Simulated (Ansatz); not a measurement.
# MgS (Niningerite) (Fm-3m) in Ansatz: Born charges and dielectric tensor with HSEsol+D4

Aim: the Born charges and dielectric tensor of MgS (Niningerite) with HSEsol+D4.

All numbers are computed with Ansatz 0.2.0; they aren't measurements. Logs are shortened: lines on timing, memory, paths and dates and some standing lists are left out, and cuts for length are marked.

## 1. The crystal as given

It takes space group Fm-3m (No. 225, cubic). The conventional cell has a = 5.203 Å, b = 5.203 Å, c = 5.203 Å, α = 90.00°, β = 90.00°, γ = 90.00°. S (site symmetry m-3m) has 6 Mg at 2.60 Å as nearest neighbours. Around Mg (site symmetry m-3m) lie 6 S at 2.60 Å.

## 2. Born charges and dielectric tensor, HSEsol+D4

The input, input.yaml:

```yaml
crystal:
  lattice:
    - [0.0, 2.60165, 2.60165]
    - [2.60165, 0.0, 2.60165]
    - [2.60165, 2.60165, 0.0]
  atoms:
    - { symbol: S, position: [0.5, 0.5, 0.5] }
    - { symbol: Mg, position: [0.0, 0.0, 0.0] }
hamiltonian:
  xc:
    exchange: hjs_pbesol
    correlation: pbesol
    exx: { coeff: 0.25, omega: 0.207 }
  pseudopotentials: { kind: paw }
  dispersion: d4
kpoints:
  mp_grid: { grid: [5, 5, 5] }
scf:
  occupations: { method: fixed }
output:
  eigenvalues: true
dielectric:
  method: response
```

Potentials or basis: Ansatz PAW.

Started as:

```console
$ ansatz run input.yaml --threads 2 --pin off --max-ram 5632MiB --backend cpu --events-out ev --progress --plain --runs-dir out
```

Standard output:

```text
Warning: the engine holds no damping parameters fitted to this dispersion correction and functional, so the run takes those fitted to pbesol (hamiltonian.dispersion, under Limitations)
Warning: RAYON_NUM_THREADS=2 ignored (pool sized by the plan → 2); use --threads N
Engine: ansatz 0.2.0, x86_64-unknown-linux-gnu
Pseudopotentials: kind: paw
Pseudopotential: S, paw, valence charge 6, recommended cutoff 420 eV (normal), S.paw.azcp
Pseudopotential: Mg, paw, valence charge 10, recommended cutoff 420 eV (normal), Mg.paw.azcp
Functional definition: unnamed
  parameter a_1 = 0.25
  parameter omega_1 = 0.207/angstrom
  exchange = pbe_x(mu = 0.12345679012345678) + (-a_1)*hjs_pbesol_x_sr(omega_1) + a_1*exact_x_sr(omega_1)
  correlation = pbe_c(beta = 0.046)
davidson cushion auto → on  (no smearing: the cushion is to keep the highest requested band from converging to the state above it; pin scf.eigensolver.cushion to override)
Crystal: 2 atoms, lattice volume = 35.219 Å³
Basis set: ecut = 420 eV, 701 PW (Γ), exchange–correlation on 50×50×50 points (8 copies of the dense FFT grid, shifted against one another)
Bands: 12, of which v1, the nominal top of the filled ones, is band 8 counted from 1 (7 counted from 0)
Symmetry: 48 space group operations
k-points: 10 of 125
Non-local potential: S, projectors of the file, l = 0: 2, l = 1: 2, l = 2: 2
Non-local potential: Mg, projectors of the file, l = 0: 3, l = 1: 2, l = 2: 1
PAW form: soft (Blöchl's): semilocal exchange-correlation on the pseudo side does not see the compensation charge
PAW frozen core: S, regenerated for the run's functional, and the local potential with it (the file was generated under x = pbe(κ = 0.804, μ = 0.2195149727645171), c = pbe(β = 0.06672455060314922))
PAW frozen core: Mg, regenerated for the run's functional, and the local potential with it (the file was generated under x = pbe(κ = 0.804, μ = 0.2195149727645171), c = pbe(β = 0.06672455060314922))
PAW one-centre angular grid: S, 110 points (default); XC on 64 Gauss nodes
PAW one-centre angular grid: Mg, 110 points (default); XC on 64 Gauss nodes
Initial density: superposition of atomic densities (neutral atoms: chi_scale 0, normalization atom), corrected by the library's trained network
Initial wavefunctions: pseudopotential atomic-orbital guess
Functional: x = pbesol(κ = 0.804, μ = 0.12345679012345678), c = pbesol(β = 0.046), warm-up for x = hjs_pbesol + 0.25 (exact − hjs_pbesol) at short range (ω = 0.207 Å⁻¹), c = pbesol(β = 0.046)
SCF iter   1: F=—  HF=-2800.233687 eV  |F-HF|=—  |Δ(HF+E_count)|=         —  Δρ=4.17e-3  dr2=8.86e-3  ethr=1.77e-3  ⟨swp⟩=8.8  Hψ=626  notcnv=0
preconditioner: auto → none  [insulator: Δε(μ)=3.039 eV  Ē_g=11.653 eV  n_scr=8 (ndim 8)  ℏωp=17.7 eV  f_vac=0.000]
iter 2 solved again at ethr=1.01e-6 eV; its pass at ethr=5.53e-5 eV (dr2=1.61e-4 eV) is discarded
SCF iter   2: F=-2800.230732 eV  HF=-2800.230738 eV  |F-HF|=6.23e-6  |Δ(HF+E_count)|=   2.95e-3  Δρ=9.45e-4  dr2=1.65e-4  ethr=1.01e-6  ⟨swp⟩=3.1  Hψ=654  notcnv=0  defer=1
SCF 1, on 12 bands, stopped early in 2 iterations: F = -2800.230732 eV; the run's SCF on all bands comes behind
Initial density: handed on by an earlier stage of this run
Initial wavefunctions: those handed on with the density
Functional: x = hjs_pbesol + 0.25 (exact − hjs_pbesol) at short range (ω = 0.207 Å⁻¹), c = pbesol(β = 0.046)
Exchange kernel: α = 0.2500, screened, ω = 0.2070 Å⁻¹, Wigner–Seitz truncation, v(0) = 1048.8918 eV·Å³, q-mesh 5×5×5, nearest image of the exchange supercell L = 18.40 Å, pair-density grid 15×15×15, without the augmentation charges, whose exchange is taken in its separable form by FFT convolution over the k-point mesh (sized by the pseudopotential files, 24×24×24 at the most), smooth part of the exact exchange by density-matrix convolution
Frozen-core exchange: fock
SCF iter   1: F=—  HF=-2809.869331 eV  |F-HF|=—  |Δ(HF+E_count)|=         —  Δρ=4.01e-3  dr2=4.27e-3  ethr=1.03e-5  ⟨swp⟩=5.4  Hψ=543  notcnv=0
preconditioner: auto → none  [insulator: Δε(μ)=4.176 eV  Ē_g=13.366 eV  n_scr=8 (ndim 8)  ℏωp=17.7 eV  f_vac=0.000]
SCF iter   2: F=—  HF=-2809.867437 eV  |F-HF|=—  |Δ(HF+E_count)|=   1.89e-3  Δρ=1.42e-3  dr2=6.55e-4  ethr=1.03e-5  ⟨swp⟩=3.0  Hψ=381  notcnv=0
SCF iter   3: F=—  HF=-2809.869919 eV  |F-HF|=—  |Δ(HF+E_count)|=   2.48e-3  Δρ=6.95e-4  dr2=1.62e-4  ethr=2.30e-6  ⟨swp⟩=3.0  Hψ=325  notcnv=0
SCF iter   4: F=—  HF=-2809.869864 eV  |F-HF|=—  |Δ(HF+E_count)|=   5.51e-5  Δρ=1.02e-4  dr2=4.63e-6  ethr=9.47e-7  ⟨swp⟩=2.8  Hψ=299  notcnv=0
SCF iter   5: F=-2809.869879 eV  HF=-2809.869879 eV  |F-HF|=4.65e-7  |Δ(HF+E_count)|=   1.56e-5  Δρ=3.60e-5  dr2=8.31e-7  ethr=1.59e-8  ⟨swp⟩=3.2  Hψ=359  notcnv=0
SCF 2, on 12 bands, stopped early in 5 iterations: F = -2809.869879 eV; the run's SCF on all bands comes behind
hybrid outer 1: dexx = +2.802e-3 eV, tail = 2.41e-5 eV
Exchange kernel: α = 0.2500, screened, ω = 0.2070 Å⁻¹, Wigner–Seitz truncation, v(0) = 1048.8918 eV·Å³, q-mesh 5×5×5, nearest image of the exchange supercell L = 18.40 Å, pair-density grid 15×15×15, without the augmentation charges, whose exchange is taken in its separable form by FFT convolution over the k-point mesh (sized by the pseudopotential files, 24×24×24 at the most), smooth part of the exact exchange by density-matrix convolution
Frozen-core exchange: fock
SCF iter   1: F=—  HF=-2809.869793 eV  |F-HF|=—  |Δ(HF+E_count)|=         —  Δρ=2.84e-5  dr2=2.09e-7  ethr=7.54e-7  ⟨swp⟩=2.0  Hψ=280  notcnv=0
preconditioner: auto → none  [insulator: Δε(μ)=4.175 eV  Ē_g=13.357 eV  n_scr=8 (ndim 8)  ℏωp=17.7 eV  f_vac=0.000]
[... 18 lines left out ...]
SCF iter   2: F=-2809.869793 eV  HF=-2809.869793 eV  |F-HF|=4.55e-13  |Δ(HF+E_count)|=  4.55e-13  Δρ=3.37e-8  dr2=1.62e-13  ethr=1.00e-12  ⟨swp⟩=2.0  Hψ=504  notcnv=0
SCF 5 converged in 2 iterations: F = -2809.869793 eV  dr2 = 1.62e-13
hybrid outer 1: dexx = +1.421e-13 eV, tail = 4.01e-13 eV
the response reads at least the filled bands of the reference SCF and the lowest empty band at each k-point, and that SCF's band table does not vouch for those bands. The notice of the band table in this run's record says why
NSCF: frozen V_eff on 18 k-points
NSCF: frozen V_eff on 5 k-points
DFPT response loops at Γ: preconditioner auto → none (the input reference at scf.mixing.eps_inf says where Resta's filter doesn't serve); β = 0.50; Broyden in place of MSR1
── the response to a field inside a basis, on 6×6×6 k-points, with exact exchange built on 4×4×4 and interpolated: the SCFs that follow are these points', and a resumed run solves them and the response again ──
Bands: 9, of which v1, the nominal top of the filled ones, is band 8 counted from 1 (7 counted from 0)
k-points: 28 of 216 (irreducible under 12 space group operations)
Initial wavefunctions: pseudopotential atomic-orbital guess (no wavefunctions were taken with the density)
Eigensolver: Dense (28 Hₖ)
SCF iter   1: F=—  HF=-2872.822017 eV  |F-HF|=—  |Δ(HF+E_count)|=         —  Δρ=3.56e-4  dr2=6.91e-5  ethr=1.00e-1
preconditioner: auto → none  [insulator: Δε(μ)=4.088 eV  Ē_g=10.887 eV  n_scr=8 (ndim 8)  ℏωp=17.7 eV  f_vac=0.000  ε∞_Penn≈3.6]
SCF iter   2: F=—  HF=-2872.821993 eV  |F-HF|=—  |Δ(HF+E_count)|=   2.40e-5  Δρ=1.16e-4  dr2=1.57e-6  ethr=4.32e-7
SCF iter   3: F=—  HF=-2872.821993 eV  |F-HF|=—  |Δ(HF+E_count)|=   2.00e-7  Δρ=5.38e-5  dr2=3.46e-7  ethr=9.79e-9
SCF iter   4: F=—  HF=-2872.821993 eV  |F-HF|=—  |Δ(HF+E_count)|=   8.82e-8  Δρ=1.23e-6  dr2=1.63e-10  ethr=2.16e-9
SCF iter   5: F=-2872.821993 eV  HF=-2872.821993 eV  |F-HF|=7.28e-12  |Δ(HF+E_count)|=  1.20e-10  Δρ=2.65e-7  dr2=7.40e-12  ethr=1.02e-12
SCF 1 converged in 5 iterations: F = -2872.821993 eV  dr2 = 7.40e-12
DFPT response loops at Γ: mixed as the last ones told, above
── ground state 1 inside the basis is solved: another follows, with the exact exchange of its states ──
Eigensolver: Dense (28 Hₖ)
SCF iter   1: F=—  HF=-2872.824226 eV  |F-HF|=—  |Δ(HF+E_count)|=         —  Δρ=3.41e-4  dr2=6.21e-5  ethr=1.00e-1
preconditioner: auto → none  [insulator: Δε(μ)=4.088 eV  Ē_g=10.888 eV  n_scr=8 (ndim 8)  ℏωp=17.7 eV  f_vac=0.000  ε∞_Penn≈3.6]
SCF iter   2: F=—  HF=-2872.824205 eV  |F-HF|=—  |Δ(HF+E_count)|=   2.11e-5  Δρ=1.16e-4  dr2=1.57e-6  ethr=3.88e-7
SCF iter   3: F=—  HF=-2872.824205 eV  |F-HF|=—  |Δ(HF+E_count)|=   2.07e-7  Δρ=5.32e-5  dr2=3.38e-7  ethr=9.79e-9
SCF iter   4: F=—  HF=-2872.824205 eV  |F-HF|=—  |Δ(HF+E_count)|=   8.71e-8  Δρ=1.22e-6  dr2=1.59e-10  ethr=2.11e-9
SCF iter   5: F=-2872.824205 eV  HF=-2872.824205 eV  |F-HF|=7.73e-12  |Δ(HF+E_count)|=  1.26e-10  Δρ=2.62e-7  dr2=7.30e-12  ethr=1.00e-12
SCF 1 converged in 5 iterations: F = -2872.824205 eV  dr2 = 7.30e-12
DFPT response loops at Γ: mixed as the last ones told, above
── ground state 2 inside the basis is solved, its gaps moved by 0.0029 %: its exact exchange is settled ──
hybrid SCF converged: 1 outer / 2 inner (+0 warm-up), last move |dexx| = 1.42e-13 eV, tail = 4.01e-13 eV
Stability not checked: this state was not tested for a lower state beside it, because the functional holds exact exchange (a hybrid, or Hartree-Fock), whose exchange loop this test does not read (fock_operator; see scf.lower_state_search)
Free energy (F): -2809.869793 eV
Frozen-core exchange: fock
Harris-Foulkes:  -2809.869793 eV  (|F-HF|=4.55e-13)
Internal energy: -2809.869793 eV  (E = F + TS)
E sigma→0 (E₀):  -2809.869793 eV
Fermi energy:    5.697169 eV
--- Per-component energies (eV) ---
  E_band       = -373.552818
  E_kinetic    = 185.046739
  E_local      = -1666.343276  (includes V_loc(G=0)·N_el)
  E_nonlocal   = 123.816168
  E_hartree    = 592.991834
  E_xc         = -102.263926
  E_vxc        = -102.117570  (∫ρ·V_xc dr)
  E_exx        = -62.950059  (= α·E_x^exact, valence–valence)
  E_paw        = -836.064634  (= ΣΔE_a)
  E_vpaw       = 25.961572  (= ΣTr[D̂ρ^β])
  E_aug_tail   = -0.000001  (compensation charges beyond the density's cutoff)
  E_ewald      = -1043.740020
  E_disp       = -0.329641  (pairwise vdW)
  E_core_change = -0.032978  (= ΣΔE_core)
  E_smearing   = -0.000000  (= −TS)
  E_closure    = -0.000000  (closes the sum)
  Σ components = -2809.869793   (vs F -2809.869793, Δ=-4.55e-13)
--- Band table (eV; the first three rows and the last of 18) ---
  k-point 0: bands = ["-73.6779", "-38.7354", "-38.7354", "-38.7354", "-8.2747", "5.6972", "5.6972", "5.6972", "10.4310", "14.7211", "14.7211", "14.7211"]
  k-point 1: bands = ["-73.6777", "-38.7380", "-38.7357", "-38.7357", "-7.8615", "3.4282", "5.4459", "5.4459", "11.6583", "14.6457", "14.9271", "14.9271"]
  k-point 2: bands = ["-73.6775", "-38.7422", "-38.7361", "-38.7361", "-7.0071", "0.8147", "5.0988", "5.0988", "11.2612", "13.8683", "13.8683", "17.1113"]
  k-point 17: bands = ["-73.6773", "-38.7410", "-38.7394", "-38.7376", "-6.5084", "1.6082", "2.7315", "3.7853", "11.9282", "13.7269", "14.3329", "16.8519"]
--- Dielectric response (ions clamped): 3 representative field directions + reference, inside a basis on a mesh of 216 k-points (Σ response iterations 27) ---
  ε∞ (high-frequency dielectric tensor):
        5.002034    -0.000000     0.000000
       -0.000000     5.002034     0.000000
        0.000000     0.000000     5.002034
  Born effective charges Z* (e; rows j = field, columns β = displacement):
    site 0:
        -2.32970   -0.00000    0.00000
        -0.00000   -2.32970    0.00000
         0.00000   -0.00000   -2.32970
    site 1:
         2.32970    0.00000   -0.00000
         0.00000    2.32970   -0.00000
        -0.00000    0.00000    2.32970
  Z* charge neutrality: 7.113e-4 e pre-enforcement
  solved inside a basis spanned on kpoints, on 6×6×6 k-points, its susceptibility summed on 10×10×10: ε∞ is read to err by 3.3e-2, Z* by 6.1e-2 e (field_mesh: kpoints solves on kpoints)
  exact exchange inside the basis: built on 4×4×4 k-points and interpolated, and settled in 2 ground states; the errors above include 0.50 % of ε∞ − 1, and as much of the largest Z* or of a site's valence charge, whichever is more, for the interpolation, 0.0058 % for the ground states and 0.0014 % for the points
```

Run time: 85 s. Hardware: 2 threads of Intel Xeon Platinum 8488C (Sapphire Rapids), shared host; peak memory 1.1 GiB.

Results:

```
Free energy                             : -2809.8698 eV
Band gap on the k mesh                  : 4.17 eV, indirect (least direct gap 4.73 eV)
Electronic dielectric tensor (diagonal) : 5.00
Born charges (mean of the diagonal)     : S -2.33; Mg +2.33 e
```

Levels at points of the mesh, in eV from the valence-band top:
| k point | band 4 | band 5 | band 6 | band 7 | band 8 | band 9 | band 10 | band 11 | band 12 |
| --- | --- | --- | --- | --- | --- | --- | --- | --- | --- |
| (0.00, 0.00, 0.00) | -44.43 | -13.97 | 0.00 | 0.00 | 0.00 | 4.73 | 9.02 | 9.02 | 9.02 |

Electronic dielectric tensor:
```
5.00 0.00 0.00
0.00 5.00 0.00
0.00 0.00 5.00
```

Born effective charge tensors (e):
atom 1, S
```
-2.33  0.00  0.00
 0.00 -2.33  0.00
 0.00  0.00 -2.33
```
atom 2, Mg
```
2.33 0.00 0.00
0.00 2.33 0.00
0.00 0.00 2.33
```

Caveat: odd divisions of the mesh miss points on the zone boundary, where band edges often lie, so the gap on the mesh can be too wide; the dispersion damping was fitted for another functional or another form of the correction. A k mesh can miss the band edges.
